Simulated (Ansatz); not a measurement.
Input of an Ansatz 0.2.0 run:

The input input.yaml:

```yaml
crystal:
  lattice:
    - [4.4620250523, 0.0, 0.0]
    - [-2.2310125262, 3.8642270477, 0.0]
    - [0.0, 0.0, 6.05529259]
  atoms:
    - { symbol: Ba, position: [0.3333333333, 0.6666666667, 0.25] }
    - { symbol: Ba, position: [0.6666666667, 0.3333333333, 0.75] }
    - { symbol: H, position: [0.0, 0.0, 0.0] }
    - { symbol: H, position: [0.0, 0.0, 0.5] }
    - { symbol: H, position: [0.6666666667, 0.3333333333, 0.25] }
    - { symbol: H, position: [0.3333333333, 0.6666666667, 0.75] }
hamiltonian:
  xc: lda
  pseudopotentials: { kind: paw_fr }
magnetization:
  noncollinear: true
  spin_orbit: true
kpoints:
  mp_grid: { grid: [5, 5, 4] }
  band_path:
    path:
      - [[0.0, 0.0, 0.0], [0.5, 0.0, 0.0], [0.3333333333, 0.3333333333, 0.0], [0.0, 0.0, 0.0], [0.0, 0.0, 0.5], [0.5, 0.0, 0.5], [0.3333333333, 0.3333333333, 0.5], [0.0, 0.0, 0.5]]
      - [[0.5, 0.0, 0.5], [0.5, 0.0, 0.0]]
      - [[0.3333333333, 0.3333333333, 0.0], [0.3333333333, 0.3333333333, 0.5]]
    npoints: 14
scf:
  occupations: { method: fermi_dirac, width: 0.05 }
  n_extra_bands: 15
output:
  forces: true
  stress: true
  eigenvalues: true
  fatbands: true
```

Potentials or basis: Ansatz PAW.

The run is started by

```console
$ ansatz run input.yaml --threads 2 --pin off --max-ram 5632MiB --backend cpu --events-out ev --progress --plain --runs-dir out
```

Question: Predict the pressure.

Answer: -3.5 GPa.

Question: Estimate the band gap along the path.

Answer: 1.44 eV, indirect (least direct gap 2.53 eV).

Stress tensor (GPa, compression positive):
```
-3.55  0.00  0.00
 0.00 -3.55  0.00
 0.00  0.00 -3.44
```

Caveat: the k mesh misses the band edges, so the gap on the mesh is wider than the one along the path; the PAW data sets come from PBE, with cores solved anew for the run's functional, which leaves a small shift of forces and pressure.
